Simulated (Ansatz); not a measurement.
# SiC: the order of phases at one pressure, part 1 of 2

Aim: bring SiC in several structures (rocksalt, CsCl, zincblende, wurtzite, NiAs) to one pressure and rank them by enthalpy. The pressure is set by scaling the first phase. Methods of the runs shown: LAPW. Companion runs by PAW are cited.

Method: DFT, PBE, all-electron LAPW, scalar-relativistic, in Ansatz 0.2.0.

## Step 1: The starting structure

The structure is cubic, space group Fm-3m (No. 225). The conventional cell has a = 3.960 Å, b = 3.960 Å, c = 3.960 Å, α = 90.00°, β = 90.00°, γ = 90.00°. Si (site symmetry m-3m) has 6 C at 1.98 Å as nearest neighbours. Around C (site symmetry m-3m) lie 6 Si at 1.98 Å.

Structure file:

```
CELL_PARAMETERS angstrom
0.00000 1.98001 1.98001
1.98001 0.00000 1.98001
1.98001 1.98001 0.00000
ATOMIC_POSITIONS crystal
Si 0.00000 0.00000 0.00000
C 0.50000 0.50000 0.50000
```

Atoms are numbered in the order of the input: Si1, C2.

## Step 2: Rocksalt relaxed under pressure, LAPW

Contents of input.yaml:

```yaml
crystal:
  lattice:
    - [0.0, 1.9800149615, 1.9800149615]
    - [1.9800149615, 0.0, 1.9800149615]
    - [1.9800149615, 1.9800149615, 0.0]
  atoms:
    - { symbol: Si, position: [0.0, 0.0, 0.0] }
    - { symbol: C, position: [0.5, 0.5, 0.5] }
kpoints:
  mp_grid: { grid: [16, 16, 16] }
scf:
  occupations: { method: fermi_dirac, width: 0.1 }
hamiltonian:
  xc: pbe
  pseudopotentials: { kind: all_electron, lapw: { basis_error: 0.0005 } }
output:
  forces: true
  stress: true
  eigenvalues: true
relax:
  f_tol: 0.005
  max_steps: 12
  cell: { p_target: 21.0, stress_tol: 0.03 }
```

The run is started by

```
$ ansatz run input.yaml --threads 1 --pin off --max-ram 3584MiB --backend cpu --events-out ev --progress --plain --runs-dir out
```

Output (excerpt; [...] marks lines left out):

```text
[...]
LAPW: plane waves up to 9.800 Å⁻¹, error target 5.0e-4 eV per atom; small_component_spin mean_spin; C in spheres of 0.903 Å, 6 of its electrons in bands, Dirac shells []; Si in spheres of 1.017 Å, 12 of its electrons in bands, Dirac shells []
[...]
Pseudopotentials: kind: all_electron
Pseudopotential: Si, LAPW, valence charge 12, Koelling and Harmon's equation, gaussian nucleus
Pseudopotential: C, LAPW, valence charge 6, Koelling and Harmon's equation, gaussian nucleus
Functional definition: PBE
[...]
Crystal: 2 atoms, lattice volume = 15.525 Å³
Basis set: ecut = 365.91912834224433 eV, 259 PW (Γ), exchange–correlation at level 2
Bands: 13, of which v1, the nominal top of the filled ones, is band 9 counted from 1 (8 counted from 0)
Symmetry: 48 space group operations
Space group: Fm-3m (ITA 225), of the structure as read, at distance tolerance 2.5e-5 Å
k-points: 145 of 4096
[...]
SCF iter   1: F=—  HF=-8929.510309 eV  |F-HF|=—  |Δ(HF+E_count)|=         —  Δρ=1.47e-1  dr2=3.43e0  ethr=1.91e-2  ⟨swp⟩=2.0  Hψ=14002  notcnv=0
[...]
the basis was enlarged: its passes take 153.1 KiB over the memory plan, 1 of 1 planned eigensolver slots
[...]
relax step   1: F+E_penalty+E_count = -8927.99314137 eV  Δ(F+E_penalty+E_count) = +0.000e0 eV  max|allowed force component| = 1.170e-29 eV/Å  Δτ_max = 0.0000 Å  P = +21.210 GPa  Ω = 15.525 Å³  (7 SCF iters, accepted)
[...]
SCF converged after 2 iterations
Free energy (F): -8927.994400 eV
[...]
E sigma→0 (E₀):  -8927.991721 eV
Entropy (-TS):   -0.005358 eV (-2.679 meV/atom)
Fermi energy:    17.045461 eV
[...]
--- Forces (eV/Å), atoms counted from 1 ---
  atom   1  Si    -0.00000000    -0.00000000     0.00000000
  atom   2  C      0.00000000    -0.00000000     0.00000000
[...]
--- Stress (GPa, compression-positive) ---
       21.003337      -0.000000      -0.000000
       -0.000000      21.003337      -0.000000
       -0.000000      -0.000000      21.003337
  P = ⅓ Tr σ = 21.0033 GPa (210.033 kbar)
--- Band table (eV; the first three rows and the last of 145) ---
  k-point 0: bands = ["-247.4760", "-118.1770", "-74.2315", "-74.2315", "-74.2315", "-2.2608", "16.9932", "16.9932", "16.9932", "25.6735", "25.9370", "25.9370", "25.9370"]
[...]
--- Relaxed structure (3 steps of the walk, 3 accepted, 1 SCFs on fresh bases) ---
  F+E_penalty+E_count = -8927.99439956 eV   max|allowed force component| = 4.109e-31 eV/Å   (the final SCF, on the basis selected at the relaxed cell)
  cell:  # Å, volume = 15.5347 Å³
    - [-2.2292252643918205e-34, 1.9804209159912385, 1.9804209159912385]
    - [1.9804209159912385, -4.506219641592038e-34, 1.9804209159912385]
    - [1.9804209159912385, 1.9804209159912385, -4.315143190358453e-34]
  atoms:
    - { symbol: Si, position: [-1.519819595624768e-36, 2.1530777604656204e-36, 1.3931679626570395e-36] }
    - { symbol: C, position: [0.5, 0.5, 0.5] }
```

Run time: 37 s. Hardware: 1 thread of Intel Xeon Platinum 8259CL at 2.50GHz (Skylake/Cascade Lake), shared host; peak memory 0.45 GiB.

The steps of the relaxation:

| step | energy from step 1 (eV/cell) | largest force component (eV/Å) | pressure (GPa) | volume (Å³) |
| --- | --- | --- | --- | --- |
| 1 | 0.0000 | 0.0000 | 21.21 | 15.53 |
| 2 | -0.0006 | 0.0000 | 21.11 | 15.53 |
| 3 | -0.0013 | 0.0000 | 21.00 | 15.53 |
| 4 | -0.0013 | 0.0000 | 21.00 | 15.53 |

Step 1 is the start. Step 4 repeats the geometry before on a plane-wave basis chosen anew for that cell, so the energy can jump there without any move; the table keeps such jumps.

| input's cell | before | after | change |
| --- | --- | --- | --- |
| a (Å) | 2.800 | 2.801 | +0.0 % |
| b (Å) | 2.800 | 2.801 | +0.0 % |
| c (Å) | 2.800 | 2.801 | +0.0 % |
| volume (Å³/atom) | 7.76 | 7.77 | +0.1 % |

Result: pressure 21.00 GPa; no gap.

## Step 3: CsCl relaxed under pressure, LAPW

input.yaml, as its differences from that of step 2:

```diff
@@ -2,5 +2,5 @@
   lattice:
-    - [0.0, 1.9800149615, 1.9800149615]
-    - [1.9800149615, 0.0, 1.9800149615]
-    - [1.9800149615, 1.9800149615, 0.0]
+    - [2.5553974173, 0.0, 0.0]
+    - [0.0, 2.5553974173, 0.0]
+    - [0.0, 0.0, 2.5553974173]
   atoms:
@@ -9,3 +9,3 @@
 kpoints:
-  mp_grid: { grid: [16, 16, 16] }
+  mp_grid: { grid: [14, 14, 14] }
 scf:
```

The run is started by

```
$ ansatz run input.yaml --threads 1 --pin off --max-ram 3584MiB --backend cpu --events-out ev --progress --plain --runs-dir out
```

Output:

```text
The last accepted step is kept in <dir> (removed where the run ends without a failure and the disk answers)
LAPW: plane waves up to 8.715 Å⁻¹, error target 5.0e-4 eV per atom; small_component_spin mean_spin; C in spheres of 1.039 Å, 6 of its electrons in bands, Dirac shells []; Si in spheres of 1.108 Å, 12 of its electrons in bands, Dirac shells []
Engine: ansatz 0.2.0
[... 4 set-up lines as earlier in the session ...]
  parameter kappa = 0.804
  parameter beta = 0.06672455060314922
  exchange = pbe_x(kappa = kappa, mu = beta*pi^2/3)
  correlation = pbe_c(beta = beta)
Crystal: 2 atoms, lattice volume = 16.687 Å³
Basis set: ecut = 289.38756925763613 eV, 179 PW (Γ), exchange–correlation at level 2
Bands: 13, of which v1, the nominal top of the filled ones, is band 9 counted from 1 (8 counted from 0)
[... 1 set-up line as earlier in the session ...]
Space group: Pm-3m (ITA 221), of the structure as read, at distance tolerance 2.6e-5 Å
k-points: 120 of 2744
Non-local potential: Si, projectors of the file, none
Non-local potential: C, projectors of the file, none
Initial density: superposition of atomic densities (chi_scale 0.1, normalization cell, long waves kept (reshape's long-wave potential 0.00 eV rms))
Initial wavefunctions: plane waves of lowest kinetic energy (no species holds an atomic orbital)
Functional: x = pbe(κ = 0.804, μ = 0.2195149727645171), c = pbe(β = 0.06672455060314922)
iter 1 solved again at ethr=7.35e-3 eV; its pass at ethr=1.00e-1 eV (dr2=1.32e0 eV) is discarded
SCF iter   1: F=—  HF=-8925.850945 eV  |F-HF|=—  |Δ(HF+E_count)|=         —  Δρ=8.01e-2  dr2=1.32e0  ethr=7.35e-3  ⟨swp⟩=2.0  Hψ=11768  notcnv=0
preconditioner: auto → none  [metal: Δε(μ)=0.013 eV  Ē_g=13.687 eV  σ=0.100 eV  W_gap=0.03  n_scr=6 (ndim 8)  ℏωp=25.7 eV  f_vac=0.000  D(μ)=0.91/eV (n_scr^D=6)  sad-step TF]
iter 2 solved again at ethr=4.38e-4 eV; its pass at ethr=7.34e-3 eV (dr2=7.89e-2 eV) is discarded
SCF iter   2: F=—  HF=-8925.326716 eV  |F-HF|=—  |Δ(HF+E_count)|=   5.24e-1  Δρ=2.00e-2  dr2=7.85e-2  ethr=4.38e-4  ⟨swp⟩=2.0  Hψ=7965  notcnv=0
SCF iter   3: F=—  HF=-8925.309347 eV  |F-HF|=—  |Δ(HF+E_count)|=         —  Δρ=6.52e-3  dr2=4.75e-3  ethr=4.36e-4  ⟨swp⟩=2.0  Hψ=4475  notcnv=0
the basis was enlarged: its passes take 187.0 KiB over the memory plan, 1 of 1 planned eigensolver slots
SCF iter   4: F=—  HF=-8925.306820 eV  |F-HF|=—  |Δ(HF+E_count)|=   2.53e-3  Δρ=7.48e-4  dr2=5.12e-5  ethr=2.64e-5  ⟨swp⟩=2.0  Hψ=4284  notcnv=0
SCF iter   5: F=—  HF=-8925.306841 eV  |F-HF|=—  |Δ(HF+E_count)|=   2.06e-5  Δρ=2.50e-4  dr2=1.17e-5  ethr=2.84e-7  ⟨swp⟩=3.0  Hψ=4611  notcnv=0
SCF iter   6: F=—  HF=-8925.306834 eV  |F-HF|=—  |Δ(HF+E_count)|=   6.56e-6  Δρ=6.00e-5  dr2=6.78e-7  ethr=6.48e-8  ⟨swp⟩=2.0  Hψ=4267  notcnv=0
SCF iter   7: F=-8925.306834 eV  HF=-8925.306834 eV  |F-HF|=5.53e-9  |Δ(HF+E_count)|=   3.99e-7  Δρ=4.53e-6  dr2=3.19e-9  ethr=3.77e-9  ⟨swp⟩=2.1  Hψ=4281  notcnv=0
SCF 1 converged in 7 iterations: F = -8925.306834 eV  dr2 = 3.19e-9
relax step   1: F+E_penalty+E_count = -8925.30683402 eV  Δ(F+E_penalty+E_count) = +0.000e0 eV  max|allowed force component| = 1.561e-31 eV/Å  Δτ_max = 0.0000 Å  P = +21.147 GPa  Ω = 16.687 Å³  (7 SCF iters, accepted)
Crystal: 2 atoms, lattice volume = 16.692 Å³
Basis set: ecut = 289.32802800303637 eV, 179 PW (Γ), exchange–correlation at level 2
Initial density: handed on by an earlier stage of this run
Initial wavefunctions: those handed on with the density
iter 1 solved again at ethr=1.70e-10 eV; its pass at ethr=1.00e-1 eV (dr2=3.05e-8 eV) is discarded
SCF iter   1: F=—  HF=-8925.307513 eV  |F-HF|=—  |Δ(HF+E_count)|=         —  Δρ=9.00e-6  dr2=1.22e-8  ethr=1.70e-10  ⟨swp⟩=5.0  Hψ=8866  notcnv=0
preconditioner: auto → none  [metal: Δε(μ)=0.029 eV  Ē_g=13.399 eV  σ=0.100 eV  W_gap=0.07  n_scr=6 (ndim 8)  ℏωp=25.7 eV  f_vac=0.000  D(μ)=0.70/eV (n_scr^D=6)]
SCF iter   2: F=-8925.307513 eV  HF=-8925.307513 eV  |F-HF|=3.47e-9  |Δ(HF+E_count)|=  5.06e-10  Δρ=4.05e-6  dr2=3.58e-9  ethr=6.78e-11  ⟨swp⟩=2.4  Hψ=4321  notcnv=0
SCF 2 converged in 2 iterations: F = -8925.307513 eV  dr2 = 3.58e-9
relax step   2: F+E_penalty+E_count = -8925.30751266 eV  Δ(F+E_penalty+E_count) = -6.786e-4 eV  max|allowed force component| = 5.259e-31 eV/Å  Δτ_max = 0.0000 Å  P = +21.066 GPa  Ω = 16.692 Å³  (2 SCF iters, accepted)
Crystal: 2 atoms, lattice volume = 16.696 Å³
Basis set: ecut = 289.27893429559975 eV, 179 PW (Γ), exchange–correlation at level 2
iter 1 solved again at ethr=1.00e-10 eV; its pass at ethr=1.00e-1 eV (dr2=1.80e-8 eV) is discarded
SCF iter   1: F=—  HF=-8925.308071 eV  |F-HF|=—  |Δ(HF+E_count)|=         —  Δρ=9.17e-6  dr2=9.06e-9  ethr=1.00e-10  ⟨swp⟩=5.0  Hψ=9032  notcnv=0
preconditioner: auto → none  [metal: Δε(μ)=0.029 eV  Ē_g=13.397 eV  σ=0.100 eV  W_gap=0.07  n_scr=6 (ndim 8)  ℏωp=25.7 eV  f_vac=0.000  D(μ)=0.70/eV (n_scr^D=6)]
SCF iter   2: F=-8925.308071 eV  HF=-8925.308071 eV  |F-HF|=2.62e-9  |Δ(HF+E_count)|=  1.16e-10  Δρ=4.42e-6  dr2=3.75e-9  ethr=5.03e-11  ⟨swp⟩=2.4  Hψ=4315  notcnv=0
SCF 3 converged in 2 iterations: F = -8925.308071 eV  dr2 = 3.75e-9
relax step   3: F+E_penalty+E_count = -8925.30807053 eV  Δ(F+E_penalty+E_count) = -5.579e-4 eV  max|allowed force component| = 6.163e-32 eV/Å  Δτ_max = 0.0000 Å  P = +21.000 GPa  Ω = 16.696 Å³  (2 SCF iters, accepted)
iter 1 solved again at ethr=2.16e-11 eV; its pass at ethr=1.00e-1 eV (dr2=3.89e-9 eV) is discarded
SCF iter   1: F=—  HF=-8925.308071 eV  |F-HF|=—  |Δ(HF+E_count)|=         —  Δρ=4.42e-6  dr2=3.76e-9  ethr=2.16e-11  ⟨swp⟩=3.2  Hψ=7961  notcnv=0
iter 2 solved again at ethr=1.42e-12 eV; its pass at ethr=2.09e-11 eV (dr2=2.56e-10 eV) is discarded
SCF iter   2: F=-8925.308071 eV  HF=-8925.308071 eV  |F-HF|=3.98e-10  |Δ(HF+E_count)|=   5.92e-9  Δρ=1.71e-6  dr2=2.56e-10  ethr=1.61e-12 (applied; sched 1.42e-12)  ⟨swp⟩=2.0  Hψ=7446  notcnv=0
SCF 4 converged in 2 iterations: F = -8925.308071 eV  dr2 = 2.56e-10
relax step   4: F+E_penalty+E_count = -8925.30807054 eV  Δ(F+E_penalty+E_count) = -1.084e-8 eV  max|allowed force component| = 6.574e-32 eV/Å  Δτ_max = 0.0000 Å  P = +21.001 GPa  Ω = 16.696 Å³  stress off target by 6.74e-4 GPa  SCF on the basis re-selected at this cell (its energy is not comparable with the rows above)  (2 SCF iters)
basis re-selected at this cell: Δ(F+E_penalty+E_count) = -1.084e-8 eV, ΔP = +0.001 GPa vs the last step (what re-selecting the basis moved, after the strain that the cell walked since its last selection, with what the two solves' SCF thresholds leave and, on support functions, any second-order correction that the steps lacked; it is no measure of the basis error at this ecutwfc). This SCF's stress stands 6.74e-4 GPa from its target on what of the cell is left free (relax.cell.stress_tol is 3.00e-2 GPa) and its largest allowed force component is 6.57e-32 eV/Å (relax.f_tol is 5.00e-3 eV/Å): within both
SCF converged after 2 iterations
Free energy (F): -8925.308071 eV
Harris-Foulkes:  -8925.308071 eV  (|F-HF|=3.98e-10)
Internal energy: -8925.284612 eV  (E = F + TS)
E sigma→0 (E₀):  -8925.296341 eV
Entropy (-TS):   -0.023459 eV (-11.729 meV/atom)
Fermi energy:    15.982529 eV
--- Per-component energies (eV) ---
  E_band       = -1119.661144
  E_kinetic    = 8949.703401
  E_xc         = -716.811926
  E_electrostatic = -17158.176086  (all electrons and nuclei)
  E_smearing   = -0.023459  (= −TS)
  E_closure    = 0.000000  (closes the sum)
  E_atoms      = -8914.489707  (free atoms, spherical and without spin; not in F)
  Σ components = -8925.308071   (vs F -8925.308071, Δ=0.00e0)
  Basis errors (estimates in eV, not in F): energy 1.9e-4 per atom: plane waves 1.7e-4 (9.2e-5 summed), levels above the bands 7.3e-39, relativity 1.1e-8, radial functions 1.9e-5, core shells 1.1e-15; eigenvalues (radial functions only) 2.9e-6; not estimated: angular momenta, meshes, grids; target (lapw.basis_error) 5.0e-4; muffin-tin radii C 1.039 Å, Si 1.108 Å
--- Forces (eV/Å), atoms counted from 1 ---
  atom   1  Si    -0.00000000     0.00000000    -0.00000000
  atom   2  C     -0.00000000    -0.00000000    -0.00000000
  max |Σ_I F_I| component: 1.97e-31 eV/Å
--- Stress (GPa, compression-positive) ---
       21.000674      -0.000000       0.000000
       -0.000000      21.000674      -0.000000
        0.000000      -0.000000      21.000674
  P = ⅓ Tr σ = 21.0007 GPa (210.007 kbar)
--- Band table (eV; the first three rows and the last of 120) ---
  k-point 0: bands = ["-250.4578", "-119.1566", "-75.2079", "-75.2079", "-75.2079", "-2.7068", "14.7190", "14.7190", "14.7190", "18.6965", "20.7017", "20.7017", "30.1213"]
  k-point 1: bands = ["-250.4578", "-119.1565", "-75.2085", "-75.2079", "-75.2079", "-2.6017", "13.7074", "14.7946", "14.7946", "18.9950", "20.8076", "21.5224", "29.8165"]
  k-point 2: bands = ["-250.4578", "-119.1564", "-75.2099", "-75.2078", "-75.2078", "-2.2872", "11.7579", "15.0163", "15.0163", "19.3719", "21.1230", "23.2846", "28.9713"]
  k-point 119: bands = ["-250.4578", "-119.1533", "-75.2168", "-75.2168", "-75.2168", "9.0716", "10.9728", "10.9728", "10.9728", "14.2305", "14.2305", "14.2305", "17.6932"]
--- Relaxed structure (3 steps of the walk, 3 accepted, 1 SCFs on fresh bases) ---
  F+E_penalty+E_count = -8925.30807054 eV   max|allowed force component| = 6.574e-32 eV/Å   (the final SCF, on the basis selected at the relaxed cell)
  cell:  # Å, volume = 16.6963 Å³
    - [2.5558771954839803, -1.2839532962581572e-34, 0.0]
    - [-1.2839532962581572e-34, 2.5558771954839803, -6.419766481290786e-35]
    - [0.0, -6.419766481290786e-35, 2.5558771954839803]
  atoms:
    - { symbol: Si, position: [3.9253718655138415e-37, -7.551740795789646e-38, -7.360072247821718e-38] }
    - { symbol: C, position: [0.5, 0.5, 0.5] }
```

Wall time 33 s (1 thread of Intel Xeon Platinum 8259CL at 2.50GHz (Skylake/Cascade Lake), shared host); peak memory 0.4 GiB.

The steps of the relaxation:

| step | energy from step 1 (eV/cell) | largest force component (eV/Å) | pressure (GPa) | volume (Å³) |
| --- | --- | --- | --- | --- |
| 1 | 0.0000 | 0.0000 | 21.15 | 16.69 |
| 2 | -0.0007 | 0.0000 | 21.07 | 16.69 |
| 3 | -0.0012 | 0.0000 | 21.00 | 16.70 |
| 4 | -0.0012 | 0.0000 | 21.00 | 16.70 |

Step 1 is the start. Step 4 repeats the geometry before on a plane-wave basis chosen anew for that cell, so the energy can jump there without any move; the table keeps such jumps.

| input's cell | before | after | change |
| --- | --- | --- | --- |
| a (Å) | 2.555 | 2.556 | +0.0 % |
| b (Å) | 2.555 | 2.556 | +0.0 % |
| c (Å) | 2.555 | 2.556 | +0.0 % |
| volume (Å³/atom) | 8.34 | 8.35 | +0.1 % |

Read from it: pressure 21.00 GPa; no gap.

(Continued in part 2 of 2.)
